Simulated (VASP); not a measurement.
**BeSe: single point with PBE**

BeSe:

```
CELL_PARAMETERS angstrom
0.00000 2.58877 2.58877
2.58877 0.00000 2.58877
2.58877 2.58877 0.00000
ATOMIC_POSITIONS crystal
Be 0.00000 0.00000 0.00000
Se 0.25000 0.25000 0.25000
```

The cell isn't the ideal one: cell and atoms relaxed from 0.97 times the given volume, LAPW in place of PAW files.

- Program: VASP 6.6.1
- Task: single point
- Functional: PBE
- Potentials or basis: VASP PAW PBE potentials, release 64 (Be, Se)
- Cutoff: 520 eV
- k mesh: 8 × 8 × 8
- Occupations: fermi-dirac, width 0.02 eV
- Spin: no spin polarisation

| Quantity | Value |
| --- | --- |
| Pressure | 0.2 GPa |
| Band gap on the k mesh | 2.66 eV, indirect (least direct gap 4.22 eV) |

Levels at points of the mesh, in eV from the valence-band top:
```csv
k point,band 2,band 3,band 4,band 5,band 6,band 7
"(0.00, 0.00, 0.00)",0.00,0.00,0.00,4.22,5.01,5.01
"(0.50, 0.00, 0.00)",-5.58,-1.05,-1.05,4.26,5.96,5.96
"(0.50, 0.50, 0.00)",-4.98,-2.59,-2.59,2.66,4.21,11.55
```

It took 6 s on 1 thread of AMD EPYC 9R45 96-Core Processor (Zen 5), with other jobs on the host, peak memory 0.13 GiB.

A k mesh can miss the band edges.
